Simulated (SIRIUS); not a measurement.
Nb:

```xyz
1
Lattice="0.0000 2.1150 2.1150 2.1150 0.0000 2.1150 2.1150 2.1150 0.0000" Properties=species:S:1:pos:R:3 pbc="T T T"
Nb    0.0000    0.0000    0.0000
```

This isn't the form of Nb at room conditions, which is bcc.

| Item | Value |
| --- | --- |
| Program | SIRIUS 7.10.0 |
| Task | single point |
| Functional | PBEsol |
| Potentials or basis | PseudoDojo 0.4.1 PBEsol standard (scalar relativistic) |
| Cutoff | 1127 eV |
| Density cutoff | 4507 eV |
| k mesh | 11 × 11 × 11 |
| Occupations | fermi-dirac, width 0.05 eV |
| Spin | no spin polarisation |

On this cell: pressure -7.3 GPa; band gap on the k mesh none (metal or under the smearing width).

The same run follows on a disturbed copy (cell strained at random at fixed volume):

```
CELL_PARAMETERS angstrom
-0.04103 2.19338 2.10885
2.04640 0.04981 2.01800
2.12625 2.18239 -0.03004
ATOMIC_POSITIONS crystal
Nb 0.03008 0.99603 0.99978
```

**Question.** What changes?

**Answer.** The energy (extrapolated to zero smearing) moves by -20.0 meV/atom; pressure -7.6 GPa; band gap on the k mesh none (metal or under the smearing width).

Stress tensor (GPa, compression positive):
```
 -8.27   0.47  -2.01
  0.47  -2.99   1.07
 -2.01   1.07 -11.65
```

The energy falls, though the first cell shows no forces: that form is unstable against this distortion, unless noise or another electronic state is at work.
